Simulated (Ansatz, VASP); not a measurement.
# Cross-check of C (graphene, 2 layers, AB stacking) between VASP and Ansatz

One calculation is typed for both programs; each brings its own data sets. How far apart do they land? Of the first pair: The structure shown is the start of the Ansatz relaxation below; VASP solves that cell, so the two are compared at the walk's first step.

Method: plane waves, with VASP 6.6.1 beside it; single point at PBE with D3(BJ), in Ansatz 0.2.0.

## Step 1: The structure

The cell holds 4 atoms: 4 C. Cell: a = 2.467 Å, b = 2.467 Å, c = 25.300 Å, α = 90.0°, β = 90.0°, γ = 120.0°. Vacuum lies along c.

## Step 2: Ansatz: relaxation, PBE with D3(BJ)

Ansatz runs on its default PAW (the set named soft_2) files.

The two programs are compared at the cell with which this relaxation starts, whose forces are those of its first step.

The input, input.yaml:

```yaml
crystal:
  lattice:
    - [2.467, 0.0, 0.0]
    - [-1.2335, 2.1364846711, 0.0]
    - [0.0, 0.0, 25.3]
  atoms:
    - { symbol: C, position: [0.6666666667, 0.3333333333, 0.4347826087] }
    - { symbol: C, position: [0.3333333333, 0.6666666667, 0.4347826087] }
    - { symbol: C, position: [0.0, 0.0, 0.5652173913] }
    - { symbol: C, position: [0.6666666667, 0.3333333333, 0.5652173913] }
kpoints:
  mp_grid: { grid: [12, 12, 1] }
hamiltonian:
  xc: pbe
  dispersion: d3bj
scf:
  occupations: { method: fermi_dirac, width: 0.05 }
  convergence: { dr2_threshold: 1.0e-08 }
efield:
  axis: 3
  dipole_correction: true
  ramp_position: 0.97
  ramp_width: 0.04
relax:
  f_tol: 0.01
  cell: { fix: [c, alpha, beta] }
output:
  write_potential: true
  write_density: true
  volumetric_format: npy
```

The run is started by

```bash
$ ansatz run input.yaml --threads 4 --pin off --max-ram 8192MiB --backend cpu --events-out ev --progress --plain --runs-dir out
```

Numbers of over 12 decimals in the logs are rounded to 6 here.

Output:

```text
Warning: relax.cell: scf.convergence.dr2_threshold = 1e-8 eV is looser than the 4e-10 eV advised for a relaxation that steers and ends on the stress (1e-10 eV for each atom of the cell: 4). What an SCF threshold leaves in a stress goes as its square root, and in the free energy as the threshold itself, and one threshold admits the most on a small cell: [figures from the program's tests cut] Set scf.convergence.dr2_threshold to 4e-10 eV or tighter. The threshold is an SCF's pass mark: one that does not reach it within its budget of iterations ends unconverged, or closes short of it on a stop that the run arms, and scf.convergence.dr2_threshold's page says what that costs each kind of run
Engine: ansatz 0.2.0, aarch64-unknown-linux-gnu
Pseudopotentials: kind: paw
Pseudopotential: C, paw, valence charge 4, recommended cutoff 420 eV (normal), C.paw.azcp
Functional definition: PBE
  parameter kappa = 0.804
  parameter beta = 0.066725
  exchange = pbe_x(kappa = kappa, mu = beta*pi^2/3)
  correlation = pbe_c(beta = beta)
Crystal: 4 atoms, lattice volume = 133.349 Å³
Basis set: ecut = 420 eV, 2515 PW (Γ), exchange–correlation on 36×36×360 points (8 copies of the dense FFT grid, shifted against one another)
Bands: 12, of which v1, the nominal top of the filled ones, is band 8 counted from 1 (7 counted from 0)
Symmetry: 6 space group operations
k-points: 19 of 144 (time reversal used)
Non-local potential: C, projectors of the file, l = 0: 2, l = 1: 2, l = 2: 1
PAW form: soft (Blöchl's): semilocal exchange-correlation on the pseudo side does not see the compensation charge
PAW one-centre angular grid: C, 110 points (default); XC on 64 Gauss nodes
Initial density: superposition of atomic densities (neutral atoms: chi_scale 0, normalization atom), corrected by the library's trained network
Initial wavefunctions: pseudopotential atomic-orbital guess
Functional: x = pbe(κ = 0.804, μ = 0.219515), c = pbe(β = 0.066725)
SCF iter   1: F=—  HF=-1004.214128 eV  |F-HF|=—  |Δ(HF+E_count)|=         —  Δρ=1.71e-3  dr2=5.59e-3  ethr=1.77e-3  p=0.000 e·Å  D=4.99e-6 V/Å  ΔV_dip=-0.00 eV  dr2_dipole=3.75e-9  V_vac-E_F(+/−)=4.59/4.59 eV  ⟨swp⟩=6.8  Hψ=1578  notcnv=0
efield: sawtooth ramp at fractional position 0.9700 (set: `efield.ramp_position`, or a place that a band, a saddle search or an elastic batch's reference lends), width 0.0400; the density the first Hamiltonian is built on has a dipole p = 0.000 e·Å; the dipole correction subtracts the counter field D = 4.99e-6 V/Å, which shifts the + side's vacuum level by -0.00 eV against the − side's; the planar-averaged density in the ramp window peaks in size at 8.0e-6 e/Å³
preconditioner: auto → LDOS  [metal: Δε(μ)=0.000 eV  Ē_g=14.904 eV  σ=0.050 eV  W_gap=0.00  n_scr=14 (ndim 8)  ℏωp=12.9 eV  f_vac=0.715  D(μ)=0.28/eV (n_scr^D=4)  β→1.0]
SCF iter   2: F=—  HF=-1004.215534 eV  |F-HF|=—  |Δ(HF+E_count)|=   1.41e-3  Δρ=7.88e-4  dr2=3.24e-3  ethr=3.49e-5  p=-0.000 e·Å  D=-1.99e-6 V/Å  ΔV_dip=0.00 eV  dr2_dipole=1.73e-8  V_vac-E_F(+/−)=4.19/4.19 eV  ⟨swp⟩=3.5  Hψ=663  notcnv=0
SCF iter   3: F=—  HF=-1004.214685 eV  |F-HF|=—  |Δ(HF+E_count)|=   8.49e-4  Δρ=2.38e-4  dr2=1.99e-4  ethr=2.03e-5  p=0.000 e·Å  D=1.15e-5 V/Å  ΔV_dip=-0.00 eV  dr2_dipole=3.43e-9  V_vac-E_F(+/−)=4.32/4.32 eV  ⟨swp⟩=2.7  Hψ=402  notcnv=0
SCF iter   4: F=—  HF=-1004.214698 eV  |F-HF|=—  |Δ(HF+E_count)|=   1.35e-5  Δρ=5.03e-5  dr2=3.06e-6  ethr=1.24e-6  p=-0.000 e·Å  D=-6.42e-6 V/Å  ΔV_dip=0.00 eV  dr2_dipole=1.21e-9  V_vac-E_F(+/−)=4.30/4.29 eV  ⟨swp⟩=2.4  Hψ=380  notcnv=0
SCF iter   5: F=—  HF=-1004.214712 eV  |F-HF|=—  |Δ(HF+E_count)|=   1.40e-5  Δρ=1.53e-5  dr2=2.93e-7  ethr=1.91e-8  p=0.000 e·Å  D=1.55e-5 V/Å  ΔV_dip=-0.00 eV  dr2_dipole=6.02e-9  V_vac-E_F(+/−)=4.29/4.29 eV  ⟨swp⟩=2.2  Hψ=431  notcnv=0
SCF iter   6: F=-1004.214712 eV  HF=-1004.214712 eV  |F-HF|=9.25e-8  |Δ(HF+E_count)|=   1.62e-8  Δρ=2.76e-6  dr2=9.50e-9  ethr=6.25e-11  p=-0.000 e·Å  D=-1.83e-6 V/Å  ΔV_dip=0.00 eV  dr2_dipole=2.07e-10  V_vac-E_F(+/−)=4.29/4.29 eV  ⟨swp⟩=7.6  Hψ=1615  notcnv=0
SCF 1 converged in 6 iterations: F = -1004.214712 eV  dr2 = 9.50e-9
  greatest PAW one-centre occupation: 0.672 electrons in one spin orbital (limit 2), on the C atom at site 0 (counted from 0), in its partial waves of l = 0
relax step   1: F+E_penalty+E_count = -1004.21471236 eV  Δ(F+E_penalty+E_count) = +0.000e0 eV  max|allowed force component| = 3.014e-2 eV/Å  Δτ_max = 0.0000 Å  P = -0.113 GPa  Ω = 133.349 Å³  fix = [c, alpha, beta]  reactions: c +0.102 GPa  (6 SCF iters, accepted)
[...]
relax step   4: F+E_penalty+E_count = -1004.21616881 eV  Δ(F+E_penalty+E_count) = -2.753e-4 eV  max|allowed force component| = 2.149e-3 eV/Å  Δτ_max = 0.0176 Å  P = -0.020 GPa  Ω = 133.200 Å³  energy of the carried Pulay correction = +1.359e-4 eV  fix = [c, alpha, beta]  reactions: c -0.032 GPa  (6 SCF iters, accepted)
[...]
relax step   5: F+E_penalty+E_count = -1004.21604689 eV  Δ(F+E_penalty+E_count) = +1.219e-4 eV  max|allowed force component| = 2.166e-3 eV/Å  Δτ_max = 0.0000 Å  P = -0.020 GPa  Ω = 133.200 Å³  fix = [c, alpha, beta]  reactions: c -0.009 GPa  stress off target by 2.53e-2 GPa on what of the cell is left free  SCF on the basis re-selected at this cell (its energy is not comparable with the rows above)  (3 SCF iters)
basis re-selected at this cell: Δ(F+E_penalty+E_count) = +1.219e-4 eV, ΔP = -0.000 GPa vs the last step (what re-selecting the basis moved, of the pressure what is left beyond the Pulay correction that the steps carried, after the strain that the cell walked since its last selection, with what the two solves' SCF thresholds leave and, on support functions, any second-order correction that the steps lacked; it is no m [...]
WARN: The output density's exchange-correlation potential varies sharply where the density is thin. Do not read a vacuum level from v_tot or v_xc, or from such a field of the output density. On a cell that repeats whose density bears no net charge and no dipole along the vacuum's axis use v_es (v_loc + v_h of the components); under efield.dipole_correction with no amplitude use v_es + v_field, which holds any externa [...]
SCF converged after 3 iterations
Free energy (F): -1004.216047 eV
Harris-Foulkes:  -1004.216047 eV  (|F-HF|=4.17e-10)
Internal energy: -1004.214085 eV  (E = F + TS)
E sigma→0 (E₀):  -1004.215066 eV
Entropy (-TS):   -0.001961 eV (-0.490 meV/atom)
Fermi energy:    -1.287127 eV
Dipole field:    D = 0.000004 V/Å  (p = 0.000003 e·Å, saw-weighted, corrected)
Work function:   Φ+ = 4.2761 eV   Φ− = 4.2762 eV
Levels:          The Fermi level and band energies are counted from a zero that moves with the ramp; work functions are not
--- Per-component energies (eV) ---
  E_band       = -166.774179
  E_kinetic    = 363.493861
  E_local      = -11340.630591  (includes V_loc(G=0)·N_el)
  E_nonlocal   = 109.181660
  E_hartree    = 5483.013709
  E_xc         = -191.948319
  E_vxc        = -237.641338  (∫ρ·V_xc dr)
  E_paw        = -397.368554  (= ΣΔE_a)
  E_vpaw       = -27.205126  (= ΣTr[D̂ρ^β])
  E_aug_tail   = 0.000030  (compensation charges beyond the density's cutoff)
  E_efield     = 0.000000  (sawtooth field / dipole correction)
  E_vefield    = -0.000016  (∫n·V_field dr)
  E_ewald      = 4970.519586
  E_disp       = -0.475468  (pairwise vdW)
  E_smearing   = -0.001961  (= −TS)
  E_closure    = -0.000000  (closes the sum)
  Σ components = -1004.216047   (vs F -1004.216047, Δ=0.00e0)
--- Forces (eV/Å), atoms counted from 1 ---
  atom   1  C      0.00000000     0.00000000     0.00000673
  atom   2  C      0.00000000    -0.00000000     0.00216490
  atom   3  C      0.00000000     0.00000000    -0.00216593
  atom   4  C     -0.00000000    -0.00000000    -0.00000839
  max |Σ_I F_I| component: 2.69e-6 eV/Å
--- Stress (GPa, compression-positive) ---
       -0.025288      -0.000000       0.000000
       -0.000000      -0.025288       0.000000
        0.000000       0.000000      -0.009113
  P = ⅓ Tr σ = -0.0199 GPa (-0.199 kbar)
--- Band table (eV; the first three rows and the last of 19) ---
  k-point 0: bands = [... 4 lower, -4.3209, -4.3209, -4.3129, -4.3129, 2.1398, 2.4994, 3.0809, 3.6641]
  k-point 1: bands = [... 4 lower, -4.9764, -4.9614, -4.6622, -4.6497, 2.3607, 2.7231, 3.3090, 3.8910]
  k-point 2: bands = [... 4 lower, -6.6232, -6.5939, -5.4589, -5.4411, 3.0229, 3.3932, 3.9932, 4.5712]
  k-point 18: bands = [... 4 lower, -11.8425, -11.8424, -1.5957, -1.2872, -1.2872, -0.9610, 9.2943, 9.2943]
--- Relaxed structure (4 steps of the walk, 3 accepted, 1 SCFs on fresh bases) ---
  F+E_penalty+E_count = -1004.21604689 eV   max|allowed force component| = 2.166e-3 eV/Å   (the final SCF, on the basis selected at the relaxed cell)
  cell:  # Å, volume = 133.1996 Å³
    - [2.465619, 0.0, 0]
    - [-1.232809, 2.135288, 0]
    - [0, 0, 25.3]
  atoms:
    - { symbol: C, position: [0.666667, 0.333333, 0.433013] }
    - { symbol: C, position: [0.333333, 0.666667, 0.432982] }
    - { symbol: C, position: [-2.1762812741130657e-17, -1.850371707600889e-17, 0.567018] }
    - { symbol: C, position: [0.666667, 0.333333, 0.566987] }
```

## Step 3: VASP: single point, PBE with D3(BJ), start cell, pair 1

The same cell, functional, mesh and smearing now go to VASP, with its own data sets.

Lines of VASP's logs that name or quote its potential files are left out, and so is its time.

The input, INCAR:

```
SYSTEM = C
PREC = Accurate
ENCUT = 520
EDIFF = 1E-06
NELM = 120
ISMEAR = -1
SIGMA = 0.05
LREAL = .FALSE.
ALGO = Normal
GGA = PE
IVDW = 12
NBANDS = 14
LORBIT = 11
LWAVE = .FALSE.
LCHARG = .FALSE.
ISIF = 2
LDIPOL = .TRUE.
IDIPOL = 3
DIPOL = 0.5 0.5 0.5
LVHAR = .TRUE.
LASPH = .TRUE.
GGA_COMPAT = .FALSE.
NELMDL = -8
```

The input, POSCAR:

```
C
1.0
    2.4670000000      0.0000000000      0.0000000000
   -1.2335000000      2.1364850000      0.0000000000
    0.0000000000      0.0000000000     25.3000000000
C
4
Direct
    0.6666667447      0.3333334894      0.4347826087
    0.3333332553      0.6666665106      0.4347826087
    0.0000000000      0.0000000000      0.5652173913
    0.6666667447      0.3333334894      0.5652173913
```

The input, KPOINTS:

```
Automatic mesh
0
Gamma
12 12 1
0 0 0
```

PAW data sets: C (PBE family, release 64).

The run is started by

```bash
$ mpirun -np 1 vasp_std
```

Output:

```text
[banner, memory and clock lines left out]
running    1 mpi-ranks, on    1 nodes
 distrk:  each k-point on    1 cores,    1 groups
 distr:  one band on    1 cores,    1 groups

 POSCAR found type information on POSCAR C
 POSCAR found :  1 types and       4 ions
 LDA part: xc-table for (Slater+PW92), standard interpolation
 POSCAR, INCAR and KPOINTS ok, starting setup
 FFT: planning ... GRIDC
 FFT: planning ... GRID_SOFT
 FFT: planning ... GRID
 WAVECAR not read
 entering main loop
       N       E                     dE             d eps       ncg     rms          rms(c)
DAV:   1     0.126837172296E+03    0.12684E+03   -0.62380E+03   540   0.872E+02
DAV:   2    -0.241751929968E+02   -0.15101E+03   -0.13327E+03   840   0.197E+02
DAV:   3    -0.389322898294E+02   -0.14757E+02   -0.14455E+02   682   0.727E+01
DAV:   4    -0.392856843727E+02   -0.35339E+00   -0.35214E+00   720   0.139E+01
DAV:   5    -0.392953432808E+02   -0.96589E-02   -0.96259E-02   714   0.221E+00
DAV:   6    -0.392957481237E+02   -0.40484E-03   -0.40475E-03   798   0.469E-01
DAV:   7    -0.392957615813E+02   -0.13458E-04   -0.13448E-04   710   0.676E-02
DAV:   8    -0.392957624989E+02   -0.91762E-06   -0.91785E-06   682   0.152E-02    0.890E+00
DAV:   9    -0.375007835883E+02    0.17950E+01   -0.15522E+00   670   0.783E+00    0.523E+00
DAV:  10    -0.368715600576E+02    0.62922E+00   -0.20566E+00   718   0.898E+00    0.136E+00
DAV:  11    -0.368654152489E+02    0.61448E-02   -0.84701E-02   714   0.178E+00    0.139E-01
DAV:  12    -0.368645586880E+02    0.85656E-03   -0.31124E-03   738   0.375E-01    0.900E-02
DAV:  13    -0.368619016016E+02    0.26571E-02   -0.18524E-03   706   0.246E-01    0.605E-02
DAV:  14    -0.368616082271E+02    0.29337E-03   -0.37358E-04   706   0.123E-01    0.301E-02
DAV:  15    -0.368619535962E+02   -0.34537E-03   -0.33370E-04   694   0.986E-02    0.157E-02
DAV:  16    -0.368622754242E+02   -0.32183E-03   -0.83571E-05   592   0.476E-02    0.945E-03
DAV:  17    -0.368626772330E+02   -0.40181E-03   -0.19281E-05   646   0.218E-02    0.514E-03
DAV:  18    -0.368629370546E+02   -0.25982E-03   -0.19189E-05   658   0.170E-02    0.327E-03
DAV:  19    -0.368630052450E+02   -0.68190E-04   -0.25783E-06   640   0.766E-03    0.228E-03
DAV:  20    -0.368630307938E+02   -0.25549E-04   -0.11240E-06   588   0.475E-03    0.202E-03
DAV:  21    -0.368630329303E+02   -0.21365E-05   -0.29986E-08   518   0.119E-03    0.720E-04
DAV:  22    -0.368630379763E+02   -0.50460E-05   -0.89868E-08   416   0.135E-03    0.191E-04
DAV:  23    -0.368630382170E+02   -0.24072E-06   -0.93499E-09   488   0.479E-04
   1 F= -.37347288E+02 E0= -.37346318E+02  d E =-.193959E-02
```

OUTCAR, selected parts (step 3):

```text
ion  position               nearest neighbor table
   1  0.667  0.333  0.435-   2 1.42   2 1.42   2 1.42
   2  0.333  0.667  0.435-   1 1.42   1 1.42   1 1.42
   3  0.000  0.000  0.565-   4 1.42   4 1.42   4 1.42
   4  0.667  0.333  0.565-   3 1.42   3 1.42   3 1.42

  LATTYP: Found a hexagonal cell.
 ALAT       =     2.4670000000
 C/A-ratio  =    10.2553708958

 Subroutine GETGRP returns: Found 12 space group operations
 (whereof  6 operations were pure point group operations)

The static configuration has the point symmetry C_3v.
 The point group associated with its full space group is D_3d.

 Found     19 irreducible k-points:

   k-points           NKPTS =     19   k-points in BZ     NKDIM =     19   number of bands    NBANDS=     14

   dimension x,y,z NGX =    18 NGY =   18 NGZ =  192
   dimension x,y,z NGXF=    36 NGYF=   36 NGZF=  384

   ENCUT  =  520.0 eV  38.22 Ry    6.18 a.u.   4.59  4.59 47.04*2*pi/ulx,y,z

   NELECT =      16.0000    total number of electrons

 k-points in reciprocal lattice and weights: Automatic mesh
   0.00000000  0.00000000  0.00000000       0.007
   0.08333333  0.00000000  0.00000000       0.042
   0.16666667  0.00000000  0.00000000       0.042
   0.25000000  0.00000000  0.00000000       0.042
   0.33333333  0.00000000  0.00000000       0.042
   0.41666667  0.00000000  0.00000000       0.042
   0.50000000  0.00000000  0.00000000       0.021
   0.08333333  0.08333333  0.00000000       0.042
   0.16666667  0.08333333  0.00000000       0.083
[...]
0.33333333  0.25000000  0.00000000       0.083
   0.33333333  0.33333333  0.00000000       0.014

 dipolmoment           0.000000      0.000000     -0.000000 electrons x Angstroem

 average (electrostatic) potential at core
       1 -57.3453       2 -57.3257       3 -57.3257       4 -57.3453

 E-fermi :  -1.9132

 k-point     1 :       0.0000    0.0000    0.0000
  band No.  band energies     occupation
    ...
      4      -8.9630      2.00000
      5      -4.9415      2.00000
      6      -4.9415      2.00000
      7      -4.9305      2.00000
      8      -4.9305      2.00000
      9       1.5532      0.00000
     10       1.9082      0.00000
     11       2.4392      0.00000
     12       3.0312      0.00000
     13       3.5149      0.00000
    ...

 k-point     2 :       0.0833    0.0000    0.0000
  band No.  band energies     occupation
    ...
      4      -8.7712      2.00000
      5      -5.5969      2.00000
      6      -5.5770      2.00000
      7      -5.2823      2.00000
      8      -5.2656      2.00000
      9       1.7739      0.00000
     10       2.1316      0.00000
     11       2.6672      0.00000
     12       3.2580      0.00000
     13       3.7372      0.00000
    ...

 k-point     3 :       0.1667    0.0000    0.0000
  band No.  band energies     occupation
    ...
      4      -8.2017      2.00000
      5      -7.2435      2.00000
      6      -7.2059      2.00000
      7      -6.0771      2.00000
      8      -6.0532      2.00000
      9       2.4358      0.00000
     10       2.8006      0.00000
     11       3.3512      0.00000
     12       3.9381      0.00000
     13       4.4031      0.00000
    ...

 Edisp (eV)   -0.48425

  Total      -0.03639    -0.03639     0.08346     0.00000     0.00000     0.00000
  in kB      -0.43721    -0.43721     1.00277     0.00000     0.00000     0.00000
  external pressure =        0.04 kB  Pullay stress =        0.00 kB

  energy-cutoff  :      520.00
  volume of cell :      133.35
      direct lattice vectors                 reciprocal lattice vectors
     2.467000000  0.000000000  0.000000000     0.405350628  0.234029258  0.000000000
    -1.233500000  2.136485000  0.000000000     0.000000000  0.468058517  0.000000000
     0.000000000  0.000000000 25.300000000     0.000000000  0.000000000  0.039525692

 POSITION                                       TOTAL-FORCE (eV/Angst)
 -----------------------------------------------------------------------------------
      1.23350      0.71216     11.00000        -0.000000     -0.000000     -0.001114
     -0.00000      1.42432     11.00000         0.000000      0.000000     -0.030839
      0.00000      0.00000     14.30000        -0.000000     -0.000000      0.030839
      1.23350      0.71216     14.30000         0.000000     -0.000000      0.001114
 -----------------------------------------------------------------------------------
    total drift:                               -0.000000     -0.000063     -0.000015

  FREE ENERGIE OF THE ION-ELECTRON SYSTEM (eV)
  ---------------------------------------------------
  free  energy   TOTEN  =       -37.3472877607 eV

  energy  without entropy=      -37.3453481703  energy(sigma->0) =      -37.34631797

 vacuum level on the upper side and lower side of the slab         2.379         2.379

 total charge
# of ion       s       p       d       tot
------------------------------------------
    1        0.863   1.784   0.000   2.647
    2        0.862   1.787   0.000   2.649
    3        0.862   1.787   0.000   2.649
    4        0.863   1.784   0.000   2.647
--------------------------------------------------
tot          3.450   7.142   0.000  10.592

[... 3 further parts left out ...]
```

Dispersion corrections of this kind ignore metallic screening and tend to overbind metals.

(Part 1 of 2 ends here.)

[Lines on the potential files, build, host, timing and source positions are cut from VASP's logs without a mark.]

[Logs are printed without paths, hosts, clocks, repeated set-up lines and the standing remarks that a program may print on its own settings, such as how far it seeks lower states.]

[Hosts, paths, dates, database ids (printed as entryN), source tags and the programs' standing remarks are cut or masked in the printed files.]
